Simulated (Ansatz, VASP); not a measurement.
## Two plane-wave programs on Al

```
Al
1.0
    -1.50956    1.59228    1.59228
     1.59228   -1.50956    1.59228
     1.59228    1.59228   -1.50956
Al
1
Direct
  0.00000 0.00000 0.00000
```

Alike in both runs: task single point; functional LDA; k mesh 24 × 24 × 24; occupations methfessel-paxton of order 1, width 0.2 eV; no spin polarisation.

|  | VASP | Ansatz |
| --- | --- | --- |
| version | VASP 6.6.1 | Ansatz 0.2.0 |
| potentials or method | VASP PAW LDA potentials, release 64 (Al) | scalar-relativistic, plane waves, PAW |
| plane-wave cutoff (eV) | 520 | 420 |
| valence electrons in the cell | 3 | 3 |

VASP gave:

- gap on the k mesh at the Fermi level (eV): none
- pressure (GPa): 1.1
- largest component of the traceless stress (GPa): 1.93

Which values does Ansatz return?

gap on the k mesh at the Fermi level (eV): none; pressure (GPa): 1.0; largest component of the traceless stress (GPa): 1.91.

A gap of «none» marks a metal or a gap that the smearing closes.
